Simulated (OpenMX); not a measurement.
Crystal: Br.

```xyz
4
Lattice="3.3632 -2.3226 0.0000 3.3632 2.3226 0.0000 0.0000 0.0000 8.7023" Properties=species:S:1:pos:R:3 pbc="T T T"
Br    3.3632    0.6266    3.3948
Br    3.3632    1.6959    7.7459
Br    3.3632   -0.6266    5.3075
Br    3.3632   -1.6959    0.9564
```

Base run:

* Program: OpenMX 3.8.5
* Functional: PBE
* Potentials or basis: OpenMX 2013 PBE set, Br7.0-s3p2d2, grid cutoff 300 Ry
* k mesh: 5 × 5 × 3
* Occupations: fermi-dirac, width 0.05 eV
* Spin: non-collinear spin, zero start, spin-orbit coupling
* Starting moments: [[0.0, 0.0, 0.0], [0.0, 0.0, 0.0], [0.0, 0.0, 0.0], [0.0, 0.0, 0.0]] μB

Its results: band gap on the k mesh 1.77 eV, direct; largest force 1.577 eV/Å.

Question: The run is repeated on the same cell with these changes: k mesh from 5 × 5 × 3 to 7 × 7 × 3; spin from non-collinear spin, zero start, spin-orbit coupling to no spin polarisation. What comes out?

Answer: Band gap on the k mesh 1.82 eV, indirect (least direct gap 1.84 eV); largest force 1.534 eV/Å.

Several settings changed at once, so the effect can't be laid on one alone.

Caveats: the basis of atomic orbitals isn't converged, which shifts pressures, moduli and gaps; forces of over 1 eV/Å show positions far from the minimum, so gaps and moduli don't describe the material at rest; total energies with and without spin-orbit coupling shouldn't be compared in this program (some runs).
